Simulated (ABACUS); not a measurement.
Runs of ABACUS 3.10.1 on CoO. Symmetry: R-3m, No. 166, trigonal system. The conventional cell has a = 3.011 Å, b = 3.011 Å, c = 7.320 Å, α = 90.00°, β = 90.00°, γ = 120.00°. Around Co (site symmetry -3m) lie 6 O at 2.12 Å. O (site symmetry -3m) is surrounded by 6 Co at 2.12 Å. The cell is a database's computed one.

| cell | gap on the mesh (eV) | pressure (GPa) | moment (μB) |
| --- | --- | --- | --- |
| atoms relaxed from: cell strained by +0.03 along c | none | -4.5 | 2.99 |
| atoms relaxed | none | 0.6 | 2.97 |
| atoms relaxed from: cell strained by +0.06 along c | none | -8.9 | 2.99 |
| atoms relaxed from: cell strained by -0.03 along c | none | 6.2 | 2.91 |
| atoms relaxed from: cell strained by -0.06 along c | none | 12.6 | (a) |

Alike in all rows: task relaxation of the atoms; level PBE; potentials or basis PseudoDojo NC SR 0.4.1 PBE standard, DZP LCAO (the cutoffs set its grid); spin collinear, ferromagnetic start; k mesh 8 × 8 × 8; cutoff (eV) 1361; smearing fermi-dirac 0.05 eV.

Task: Estimate the missing entries.

Result: (a) 2.84.

Caveats: the atomic orbitals were generated for these runs and aren't a published set; the relaxation stopped at its first step, so nothing moved; the basis of atomic orbitals isn't converged, which shifts pressures, moduli and gaps; a cell with one magnetic atom can't hold antiferromagnetic order, which such compounds often take; semilocal functionals often make such compounds metallic where correlation or magnetic order opens a gap, which also shifts bond lengths.

A gap of «none» marks a metal or a gap under the smearing width.
